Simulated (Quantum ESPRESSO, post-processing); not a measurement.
# 2H-MoTe2, 1 layer: cutoff convergence, part 3 of 3

Wanted: the cheapest sound input for 2H-MoTe2, 1 layer, from a series that sets result against time.

Quantum ESPRESSO 7.5; plane-wave DFT, PBE, SG15 norm-conserving pseudopotentials.

So far. Step 6 (Self-consistent run: ecutwfc 42 Ry, ecutrho 168 Ry): Counted from each run's own zero (the valence top), the vacuum level differs from the first run's by +4 meV.

**7. Self-consistent run: ecutwfc 33 Ry, ecutrho 132 Ry**

Input file c5.in:

```
&control
  prefix = 'c5'
  outdir = './out'
  pseudo_dir = './pseudo'
  calculation = 'scf'
  tprnfor = .true.
/
&system
  ibrav = 0
  nat = 3
  ntyp = 2
  ecutwfc = 33
  ecutrho = 132
  occupations = 'smearing'
  smearing = 'fd'
  degauss = 0.004
  assume_isolated = 'esm'
  esm_bc = 'bc1'
/
&electrons
  conv_thr = 1e-07
  mixing_beta = 0.4
  electron_maxstep = 120
  mixing_mode = 'local-TF'
/
ATOMIC_SPECIES
  Te  127.6000  Te_ONCV_PBE-1.2.upf
  Mo  95.9500  Mo_ONCV_PBE-1.2.upf
CELL_PARAMETERS angstrom
  3.55000000000000 0.00000000000000 0.00000000000000
  -1.77500000000000 3.07439018343476 0.00000000000000
  0.00000000000000 0.00000000000000 20.77410263064833
ATOMIC_POSITIONS crystal
  Te  0.333333333333 0.666666666667 -0.090836718624
  Mo  0.000000000000 0.000000000000 0.000000000000
  Te  0.333333333333 0.666666666667 0.090836718624
K_POINTS automatic
  12 12 1 0 0 0
```

Run with:

```bash
$ OMP_NUM_THREADS=1 mpirun -n 4 pw.x -nk 4 -in c5.in > c5.out
```

Output:

```text
[banner, memory and clock lines left out]
Program PWSCF v.7.5 starts
[...]
Message from routine setup:
[...]
number of electrons       =        46.00
     number of Kohn-Sham states=           28
     kinetic-energy cutoff     =      33.0000  Ry
     charge density cutoff     =     132.0000  Ry
[...]
number of k points=    19  Fermi-Dirac smearing, width (Ry)=  0.0040
[...]
Dense  grid:    39287 G-vectors     FFT dimensions: (  25,  25, 144)
[...]
negative rho (up, down):  1.443E-03 0.000E+00
     Starting wfcs are random
[...]
negative rho (up, down):  4.846E-05 0.000E+00
[...]
estimated scf accuracy    <       0.41209482 Ry
[...]
estimated scf accuracy    <       0.14635265 Ry
[...]
estimated scf accuracy    <       0.02230174 Ry
[...]
estimated scf accuracy    <       0.01138926 Ry
[...]
estimated scf accuracy    <       0.00157734 Ry
[...]
estimated scf accuracy    <       0.00183092 Ry
[...]
estimated scf accuracy    <       0.00262857 Ry
[...]
estimated scf accuracy    <       0.00136260 Ry
[...]
estimated scf accuracy    <       0.00010562 Ry
[...]
estimated scf accuracy    <       0.00052477 Ry
[...]
negative rho (up, down):  2.371E-05 0.000E+00
[...]
estimated scf accuracy    <       0.00037273 Ry
[...]
negative rho (up, down):  3.668E-05 0.000E+00
[...]
estimated scf accuracy    <       0.00012590 Ry
[...]
estimated scf accuracy    <       0.00008554 Ry
[...]
estimated scf accuracy    <       0.00003034 Ry
[...]
estimated scf accuracy    <       0.00000517 Ry
[...]
estimated scf accuracy    <       0.00000091 Ry
[...]
estimated scf accuracy    <       0.00000070 Ry
[...]
estimated scf accuracy    <       0.00000054 Ry
[...]
estimated scf accuracy    <       0.00000014 Ry
[...]
the Fermi energy is    -4.2834 ev
!    total energy              =    -486.51138930 Ry
     estimated scf accuracy    <          2.9E-09 Ry
     smearing contrib. (-TS)   =      -0.00000053 Ry
     internal energy E=F+TS    =    -486.51138878 Ry
[...]
one-electron contribution =    2276.33301002 Ry
     hartree contribution      =   -1153.95796791 Ry
     xc contribution           =     -52.66084936 Ry
     ewald contribution        =   -1556.22558152 Ry
     convergence has been achieved in  20 iterations
[...]
Total force =     0.044863     Total SCF correction =     0.000272
[...]
```

The job ended after 29 s (4 MPI ranks of Arm Neoverse V2, shared host; peak memory 0.33 GiB; 1.9 min of CPU time).

Numbers from this step:

| Item | Value |
| --- | --- |
| free energy | -6619.3247 eV |
| Fermi energy | -4.283 eV |
| valence top, on the run's zero | -4.790 eV |
| conduction bottom, on the run's zero | -3.694 eV |
| gap by band count | 1.096 eV |
| vacuum line at the lower end of the cell, over the valence top | 4.790 eV |
| vacuum line at the upper end of the cell, over the valence top | 4.790 eV |

The program's own clock; routines nest. Time by routine:

```csv
routine,wall time (s),calls
PWSCF,28.14,1
electrons,27.62,1
c_bands,22.72,21
cegterg,20.9,110
h_psi,14.7,1043
vloc_psi,12.01,1043
fftw,11.78,27778
mix_rho,2.66,21
sum_band,1.67,21
calbec,1.34,1063
add_vuspsi,1.31,1043
ffts,1.3,1704
h_psi:calbec,1.29,1043
cdiaghg,0.69,1028
```

Counted from each run's own zero (the valence top), the vacuum level differs from the first run's by +27 meV.

**8. Ground state: ecutwfc 27 Ry, ecutrho 108 Ry**

c6.in is the input of step 7 with these lines changed:

```diff
@@ -1,3 +1,3 @@
 &control
-  prefix = 'c5'
+  prefix = 'c6'
   outdir = './out'
@@ -11,4 +11,4 @@
   ntyp = 2
-  ecutwfc = 33
-  ecutrho = 132
+  ecutwfc = 27
+  ecutrho = 108
   occupations = 'smearing'
```

Run with:

```bash
$ OMP_NUM_THREADS=1 mpirun -n 4 pw.x -nk 4 -in c6.in > c6.out
```

Output:

```text
[banner, memory and clock lines left out]
Program PWSCF v.7.5 starts
[...]
Message from routine setup:
[...]
number of electrons       =        46.00
     number of Kohn-Sham states=           28
     kinetic-energy cutoff     =      27.0000  Ry
     charge density cutoff     =     108.0000  Ry
[...]
number of k points=    19  Fermi-Dirac smearing, width (Ry)=  0.0040
[...]
Dense  grid:    28905 G-vectors     FFT dimensions: (  24,  24, 135)
[...]
negative rho (up, down):  1.406E-02 0.000E+00
     Starting wfcs are random
[...]
negative rho (up, down):  6.217E-03 0.000E+00
[...]
estimated scf accuracy    <       0.58978132 Ry
[...]
negative rho (up, down):  5.233E-06 0.000E+00
[...]
estimated scf accuracy    <       0.26113750 Ry
[...]
negative rho (up, down):  1.009E-05 0.000E+00
[...]
estimated scf accuracy    <       0.02306375 Ry
[...]
estimated scf accuracy    <       0.00757847 Ry
[...]
estimated scf accuracy    <       0.00133456 Ry
[...]
estimated scf accuracy    <       0.00053840 Ry
[...]
estimated scf accuracy    <       0.00042150 Ry
[...]
estimated scf accuracy    <       0.00032588 Ry
[...]
estimated scf accuracy    <       0.00006292 Ry
[...]
estimated scf accuracy    <       0.00002506 Ry
[...]
estimated scf accuracy    <       0.00003094 Ry
[...]
estimated scf accuracy    <       0.00000516 Ry
[...]
estimated scf accuracy    <       0.00000020 Ry
[...]
estimated scf accuracy    <       0.00000011 Ry
[...]
the Fermi energy is    -4.3836 ev
!    total energy              =    -485.04500934 Ry
     estimated scf accuracy    <       0.00000005 Ry
     smearing contrib. (-TS)   =      -0.00000046 Ry
     internal energy E=F+TS    =    -485.04500889 Ry
[...]
one-electron contribution =    2279.94120123 Ry
     hartree contribution      =   -1156.23302980 Ry
     xc contribution           =     -52.52759879 Ry
     ewald contribution        =   -1556.22558152 Ry
     convergence has been achieved in  15 iterations
[...]
Total force =     0.044452     Total SCF correction =     0.001289
[...]
```

Wall time 21 s (4 MPI ranks); peak memory 0.29 GiB; 85 s of CPU time.

This step gave:

```
free energy                                                    : -6599.3735 eV
Fermi energy                                                   : -4.384 eV
valence top, on the run's zero                                 : -4.899 eV
conduction bottom, on the run's zero                           : -3.787 eV
gap by band count                                              : 1.111 eV
vacuum line at the lower end of the cell, over the valence top : 4.898 eV
vacuum line at the upper end of the cell, over the valence top : 4.898 eV
```

The program's own clock; routines nest. Time by routine:

```
     routine  wall time (s)  calls
       PWSCF           20.7      1
   electrons          20.26      1
     c_bands             17     16
     cegterg          15.64     85
       h_psi          11.85    896
        fftw          10.27  22040
    vloc_psi          10.24    896
     mix_rho           1.57     16
    sum_band           1.28     16
        ffts           0.94   1070
      calbec           0.81    916
  add_vuspsi           0.78    896
h_psi:calbec           0.77    896
     cdiaghg           0.59    881
```

Counted from each run's own zero (the valence top), the vacuum level differs from the first run's by +135 meV.

**9. The series side by side**

All levels:

| level | vacuum level over the valence top (eV) | its change from the first (meV) | energy from the first (meV an atom) | SCF iterations | wall time (s) | peak memory (GiB) | CPU time (s) |
| --- | --- | --- | --- | --- | --- | --- | --- |
| ecutwfc 90 Ry, ecutrho 360 Ry | 4.763 | 0 | 0 | 19 | 216.2 | 1 | 864.6 |
| ecutwfc 75 Ry, ecutrho 300 Ry | 4.766 | 2.654 | 0.0173 | 26 | 171.2 | 0.75 | 684.6 |
| ecutwfc 60 Ry, ecutrho 240 Ry | 4.763 | -0.4 | 0.354 | 28 | 128.2 | 0.58 | 512.2 |
| ecutwfc 51 Ry, ecutrho 204 Ry | 4.764 | 0.865 | 3.527 | 28 | 79.71 | 0.48 | 318.5 |
| ecutwfc 42 Ry, ecutrho 168 Ry | 4.767 | 3.595 | 42.57 | 17 | 48.19 | 0.4 | 192.4 |
| ecutwfc 33 Ry, ecutrho 132 Ry | 4.79 | 26.71 | 1158 | 20 | 28.68 | 0.33 | 114.4 |
| ecutwfc 27 Ry, ecutrho 108 Ry | 4.898 | 135.1 | 7808 | 15 | 21.25 | 0.29 | 84.65 |

**10. What came out**

```
vacuum level over the valence top, ecutwfc 90 Ry, ecutrho 360 Ry                                                   : 4.763 eV
cheapest step of the main series that, with all steps before it, keeps the vacuum level within 20 meV of the first : ecutwfc 42 Ry, ecutrho 168 Ry: +4 meV, 3.2 min of CPU time against 14 min
setting with the largest shift of the level                                                                        : ecutwfc 27 Ry, ecutrho 108 Ry: +135 meV
```

The cheapest step of the main series that, with all steps before it, keeps the vacuum level within 20 meV of the first is ecutwfc 42 Ry, ecutrho 168 Ry: +4 meV, 3.2 min of CPU time against 14 min. Over the series the energy moves by up to 7808 meV an atom and the vacuum level by up to 135 meV. The times come from a shared host and are rough. Peak memory is sampled during the run and can miss the peak. The geometry is as built, not relaxed.

[Logs are printed without paths, hosts, clocks, repeated set-up lines and the standing remarks that a program may print on its own settings, such as how far it seeks lower states.]

[Hosts, paths, dates, database ids (printed as entryN), source tags and the programs' standing remarks are cut or masked in the printed files.]

[Maps of the electrostatic potential energy from Ansatz leave out the sawtooth potential of an applied field or a dipole correction, so their vacuum need not be flat; planar profiles and work functions include it.]
